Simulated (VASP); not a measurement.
Set up this calculation in VASP 6.6.1, as the native input.

| Quantity | Value |
| --- | --- |
| Task | single point |
| Functional | PBEsol |
| Potentials or basis | VASP PAW PBE potentials, release 64 (Te, Cd) |
| Cutoff | 520 eV |
| k mesh | 7 × 7 × 7 |
| Occupations | fermi-dirac, width 0.05 eV |
| Spin | no spin polarisation |
| Dipole correction | no |
| Further INCAR settings | ALGO = Fast; EDIFF = 1e-07; NBANDS = 16 |

The structure of CdTe lies in POSCAR:

```
CdTe
1.0
    0.0000000000      3.2447789263      3.2447789263
    3.2447789263      0.0000000000      3.2447789263
    3.2447789263      3.2447789263      0.0000000000
Te Cd
1 1
Direct
    0.7500000000      0.7500000000      0.7500000000
    0.0000000000      0.0000000000      0.0000000000
```

The input as run:

INCAR

```
SYSTEM = CdTe
  PREC = Accurate
  ENCUT = 520
  EDIFF = 1E-7
  ISMEAR = -1
  SIGMA = 0.05
  LREAL = .False.
  LASPH = .True.
  NELM = 60
  ALGO = Fast
  ISIF = 2
  LWAVE = .False.
  LCHARG = .False.
  GGA = PS
  NBANDS = 16
```

KPOINTS

```
regular mesh
0
Gamma
  7 7 7
  0 0 0
```

Potentials or basis: VASP PAW PBE potentials, release 64 (Te, Cd).

Run with:

```sh
$ cat potpaw_PBE.64/Te/POTCAR potpaw_PBE.64/Cd/POTCAR > POTCAR
$ mpirun -np 1 vasp_std > vasp.out
```

It gave:

```json
{
  "Pressure": "0.2 GPa",
  "Band gap on the k mesh": "0.65 eV, direct"
}
```

Caveat: the PAW data sets were made with another functional, which shifts forces and pressure a little; spin-orbit coupling is left out, which moves the levels of the heavy elements.

Wall time 13 s on 1 thread of AMD EPYC 9R45 96-Core Processor (Zen 5), on a shared host, peak memory 0.18 GiB.
